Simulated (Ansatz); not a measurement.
Here is an Ansatz 0.2.0 calculation.

File input.yaml:

```yaml
crystal:
  lattice:
    - [0.0, 2.365, 2.365]
    - [2.365, 0.0, 2.365]
    - [2.365, 2.365, 0.0]
  atoms:
    - { symbol: Zr, position: [0.5, 0.5, 0.5] }
    - { symbol: C, position: [0.0, 0.0, 0.0] }
hamiltonian:
  xc: pbesol
  pseudopotentials: { kind: paw }
kpoints:
  mp_grid: { grid: [10, 10, 10] }
  band_path:
    path:
      - [[0.0, 0.0, 0.0], [0.5, 0.0, 0.5], [0.5, 0.25, 0.75], [0.375, 0.375, 0.75], [0.0, 0.0, 0.0], [0.5, 0.5, 0.5], [0.625, 0.25, 0.625], [0.5, 0.25, 0.75], [0.5, 0.5, 0.5], [0.375, 0.375, 0.75]]
      - [[0.625, 0.25, 0.625], [0.5, 0.0, 0.5]]
    npoints: 14
scf:
  occupations: { method: fermi_dirac, width: 0.05 }
  n_extra_bands: 6
output:
  forces: true
  stress: true
  eigenvalues: true
  fatbands: true
  write_density: true
  write_potential: true
  elf: true
  volumetric_format: npy
```

Potentials or basis: Ansatz PAW.

Run with:

```sh
$ ansatz run input.yaml --threads 2 --pin off --max-ram 5632MiB --backend cpu --events-out ev --progress --plain --runs-dir out
```

Question: Predict the pressure.

Answer: -8.5 GPa.

Question: Predict the band gap on the k mesh.

Answer: None (metal or under the smearing width).

Levels at the corners of the path, in eV from the Fermi level:
```
point  band 5  band 6  band 7  band 8  band 9  band 10  band 11  band 12
    Γ  -11.23    0.94    0.94    0.94    1.04     1.04     1.04     2.74
    X  -10.03   -2.10   -1.76    0.04    0.04     4.35     5.53     5.53
    W   -9.36   -2.61   -2.36   -2.36    3.21     3.21     5.54     6.86
    K   -9.42   -3.04   -2.31   -1.55    1.45     4.76     5.28     7.20
    Γ  -11.23    0.94    0.94    0.94    1.04     1.04     1.04     2.74
    L   -8.19   -5.27   -2.89   -2.89    4.39     4.39     5.21     6.38
    U   -9.42   -3.04   -2.31   -1.55    1.45     4.76     5.28     7.20
    W   -9.36   -2.61   -2.36   -2.36    3.21     3.21     5.54     6.86
    L   -8.19   -5.27   -2.89   -2.89    4.39     4.39     5.21     6.38
    K   -9.42   -3.04   -2.31   -1.55    1.45     4.76     5.28     7.20
    U   -9.42   -3.04   -2.31   -1.55    1.45     4.76     5.28     7.20
    X  -10.03   -2.10   -1.76    0.04    0.04     4.35     5.53     5.53
```

Caveat: the PAW data sets come from PBE, with cores solved anew for the run's functional, which leaves a small shift of forces and pressure.
